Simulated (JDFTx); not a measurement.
**LiH under changes of volume**

One of the cells (8.449 Å³/atom); the others are scaled copies at fixed shape and fractional positions:

```
Li H
1.0
     0.00000    2.03675    2.03675
     2.03675    0.00000    2.03675
     2.03675    2.03675    0.00000
Li H
1 1
Direct
  0.00000 0.00000 0.00000
  0.50000 0.50000 0.50000
```

- Program: JDFTx 1.7.0 (patched build)
- Functional: PBEsol
- Potentials or basis: PseudoDojo-SR-PBEsol-0.4.1-standard with smoothed tails
- Cutoff: 1007 eV
- Density cutoff: 8055 eV
- k mesh: 11 × 11 × 11
- Occupations: fermi-dirac, width 0.05 eV
- Spin: no spin polarisation

```tsv
volume (Å³/atom)	energy over the lowest point (meV/atom)	pressure (GPa)	gap on the mesh (eV)
7.942	0.00	-0.3	2.94
8.111	0.69	-1.1	2.96
8.280	2.12	-1.7	2.97
8.449	4.23	-2.3	2.98
8.618	?	?	?
8.787	10.23	-3.4	3.00
8.956	14.03	-3.9	3.01
```

**Question.** What does the run at 8.618 Å³/atom give?

**Answer.** Energy over the lowest point 6.95 meV/atom; pressure -2.9 GPa; gap on the mesh 2.99 eV.

Worked out: A Birch-Murnaghan fit of order 3 (a polynomial in V^(-2/3)) to the other rows has its minimum at 7.88 Å³/atom, just outside them, with B0 = V·E''(V) = 37 GPa and B' = 3.3. It gives 6.95 meV/atom at 8.618 Å³/atom, against the run's 6.95, and -dE/dV = -2.9 GPa, against -2.9. A straight line through the other rows of the gap, of slope 0.554 eV per unit of ln V (its deformation potential), gives 2.99 eV, against the run's 2.99.

Energies are extrapolated to zero smearing.

Caveats: an odd mesh through Γ misses points on the zone boundary, where band edges often lie.
